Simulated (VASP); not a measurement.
**SnO2 (Cassiterite) under changes of volume**

One of the cells (12.161 Å³/atom); the others are scaled copies at fixed shape and fractional positions:

```
CELL_PARAMETERS angstrom
4.76938 0.00000 0.00000
0.00000 4.76938 0.00000
0.00000 0.00000 3.20760
ATOMIC_POSITIONS crystal
Sn 0.50000 0.50000 0.50000
Sn 0.00000 0.00000 0.00000
O 0.80710 0.19290 0.50000
O 0.69290 0.69290 0.00000
O 0.19290 0.80710 0.50000
O 0.30710 0.30710 0.00000
```

```yaml
Program: VASP 6.6.1
Functional: PBE
Potentials_or_basis: VASP PAW PBE potentials, release 64 (Sn_d, O)
Cutoff: 520 eV
k_mesh: 6 × 6 × 8
Occupations: fermi-dirac, width 0.05 eV
Spin: no spin polarisation
```

```csv
volume (Å³/atom),energy over the lowest point (meV/atom),pressure (GPa),gap on the mesh (eV),largest force (eV/Å)
11.207,?,?,?,?
11.445,76.31,22.4,1.76,0.477
11.684,46.87,16.8,1.51,0.382
12.161,10.77,7.3,1.04,0.213
12.399,2.57,3.3,0.83,0.137
12.637,0.00,-0.3,0.62,0.066
```

**Question.** What does the run at 11.207 Å³/atom give?

**Answer.** Energy over the lowest point 114.49 meV/atom; pressure 28.6 GPa; gap on the mesh 2.02 eV; largest force 0.579 eV/Å.

Worked out: A Birch-Murnaghan fit of order 3 (a polynomial in V^(-2/3)) to the other rows has its minimum at 12.63 Å³/atom with B0 = V·E''(V) = 182 GPa and B' = 4.6 at fixed shape and positions, which overstates the stiffness. It gives 114.32 meV/atom at 11.207 Å³/atom, against the run's 114.49, and -dE/dV = 28.7 GPa, against 28.6. A straight line through the other rows of the gap, of slope -11.5 eV per unit of ln V (its deformation potential), extrapolates to 1.99 eV, against the run's 2.02.

Energies are extrapolated to zero smearing.

Caveats: spin-orbit coupling is left out, which moves the levels of the heavy elements.
